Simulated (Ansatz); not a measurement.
# Nudged elastic band run: Na₁₆H

Input file:

```yaml
crystal:
  lattice:
    - [8.46, 0.0, 0.0]
    - [0.0, 8.46, 0.0]
    - [0.0, 0.0, 8.46]
  atoms:
    - { symbol: Na, position: [-0.00592055, 0.0118557, 4.131e-05] }
    - { symbol: Na, position: [0.51146958, -0.01143319, 3.829e-05] }
    - { symbol: Na, position: [-0.00585989, 0.4890985, 4.036e-05] }
    - { symbol: Na, position: [0.00496932, 0.01793189, 0.50008067] }
    - { symbol: Na, position: [0.26909043, 0.2504892, 0.23911044] }
    - { symbol: Na, position: [0.51148251, 0.51227703, 3.631e-05] }
    - { symbol: Na, position: [0.48103032, -0.01050451, 0.50006247] }
    - { symbol: Na, position: [0.74443696, 0.25058623, 0.2669979] }
    - { symbol: Na, position: [0.00483739, 0.4826581, 0.50007992] }
    - { symbol: Na, position: [0.23782295, 0.75032405, 0.238867] }
    - { symbol: Na, position: [0.26909749, 0.25048752, 0.76100689] }
    - { symbol: Na, position: [0.48095935, 0.5114765, 0.50006125] }
    - { symbol: Na, position: [0.75590725, 0.75031007, 0.26149054] }
    - { symbol: Na, position: [0.74446394, 0.25058533, 0.73306221] }
    - { symbol: Na, position: [0.23782284, 0.7503224, 0.76123781] }
    - { symbol: Na, position: [0.75590416, 0.75030983, 0.73862564] }
    - { symbol: H, position: [0.87434945, 0.24964415, 0.49994738] }
basis:
  ecutwfc: 420.0
kpoints:
  mp_grid: { grid: [2, 2, 2] }
hamiltonian:
  xc: pbe
scf:
  occupations: { method: gaussian, width: 0.15 }
  lower_state_search: "off"
neb:
  images: 7
  f_tol: 0.03
  initial_path: linear
  max_iterations: 43
  optimiser: lbfgs
  final_atoms:
    - { symbol: Na, position: [-0.01240589, 0.00766401, -0.00040077] }
    - { symbol: Na, position: [0.51227176, 0.00765733, -0.00039854] }
    - { symbol: Na, position: [0.01232515, 0.48771065, -0.00040648] }
    - { symbol: Na, position: [-0.01764792, -0.00638494, 0.49939995] }
    - { symbol: Na, position: [0.24996062, 0.24243454, 0.26179491] }
    - { symbol: Na, position: [0.48755656, 0.48770737, -0.00040623] }
    - { symbol: Na, position: [0.51751451, -0.00636517, 0.49939474] }
    - { symbol: Na, position: [0.74993323, 0.25665646, 0.26689242] }
    - { symbol: Na, position: [0.01180734, 0.51910145, 0.4991637] }
    - { symbol: Na, position: [0.24995656, 0.76281017, 0.23753984] }
    - { symbol: Na, position: [0.2499586, 0.24239189, 0.73698653] }
    - { symbol: Na, position: [0.4880262, 0.51912332, 0.49916359] }
    - { symbol: Na, position: [0.74990654, 0.7309418, 0.23751566] }
    - { symbol: Na, position: [0.74993866, 0.25684994, 0.73191422] }
    - { symbol: Na, position: [0.24995642, 0.76276915, 0.76137242] }
    - { symbol: Na, position: [0.74990661, 0.73109835, 0.76101256] }
    - { symbol: H, position: [0.74993425, 0.12540204, 0.49931698] }
  order_check: true
```

Launched with:

```bash
$ ansatz run input.yaml --threads 2 --pin off --max-ram 5120MiB --backend cpu --events-out ev --progress --plain --runs-dir out
```

Output, in part (warnings, iteration lines):

```
NEB end point (image 0): max|allowed force component| = 1.044e-2 eV/Å (the criterion of neb.relax_end_points is 1.000e-2)
NEB end point (image 8): max|allowed force component| = 3.735e-3 eV/Å (the criterion of neb.relax_end_points is 1.000e-2)
NEB iter   1: max|band force component| = 1.597e-1 eV/Å  barrier→ = 0.0975 eV  barrier← = 0.0975 eV  CI = image 4  Δτ_max = 0.0024 Å  (72 SCF iters)
NEB iter   2: max|band force component| = 1.548e-1 eV/Å  barrier→ = 0.0965 eV  barrier← = 0.0965 eV  CI = image 4  Δτ_max = 0.1063 Å  (21 SCF iters)
NEB iter   3: max|band force component| = 1.007e-1 eV/Å  barrier→ = 0.0707 eV  barrier← = 0.0707 eV  CI = image 4  Δτ_max = 0.0990 Å  (49 SCF iters)
NEB iter   4: max|band force component| = 4.163e-1 eV/Å  barrier→ = 0.0634 eV  barrier← = 0.0634 eV  CI = image 4  Δτ_max = 0.0082 Å  (44 SCF iters)
NEB iter   5: max|band force component| = 3.295e-1 eV/Å  barrier→ = 0.0631 eV  barrier← = 0.0632 eV  CI = image 4  Δτ_max = 0.0376 Å  (27 SCF iters)
NEB iter   6: max|band force component| = 7.224e-2 eV/Å  barrier→ = 0.0607 eV  barrier← = 0.0607 eV  CI = image 4  Δτ_max = 0.0082 Å  (40 SCF iters)
NEB iter   7: max|band force component| = 4.874e-2 eV/Å  barrier→ = 0.0593 eV  barrier← = 0.0593 eV  CI = image 4  Δτ_max = 0.0449 Å  (31 SCF iters)
NEB iter   8: max|band force component| = 9.504e-2 eV/Å  barrier→ = 0.0528 eV  barrier← = 0.0528 eV  CI = image 4  Δτ_max = 0.0015 Å  (42 SCF iters)
[... lines left out ...]
NEB iter  43: max|band force component| = 3.805e-2 eV/Å  barrier→ = 0.0286 eV  barrier← = 0.0286 eV  CI = image 4  Δτ_max = 0.0079 Å  (28 SCF iters)
Error: NEB band did not converge after 43 iterations: max|band force component| = 3.81e-2 eV/Å (threshold 3.0e-2); raise `neb.max_iterations` in a new run, which can start from the last band evaluated (`neb.initial_path`, with `crystal.atoms` and `neb.final_atoms` set to its first and last images), …
```

It did not converge within its limit. The band didn't meet its force threshold, so its energies are provisional: the largest band force was still 0.04 eV/Å, and over the last iterations the top stayed at 0.03 eV. Limits of this set-up: coarse k mesh.

Final band (atoms are numbered from 1 in the order of the input):

```csv
image,path coordinate (Å),energy (eV),Na9–H17 (Å),Na7–H17 (Å)
0,0.00,0.000,2.26,3.99
1,0.28,0.003,2.28,3.77
2,0.57,0.010,2.34,3.48
3,0.85,0.021,2.48,3.13
4,1.14,0.029,2.76,2.76
5,1.44,0.021,3.14,2.48
6,1.72,0.010,3.49,2.34
7,2.02,0.002,3.79,2.28
8,2.31,0.000,4.00,2.26
```

Time of the run: 30 min on 2 threads of Arm Neoverse V2, with other jobs on the host, peak memory 2.2 GiB.
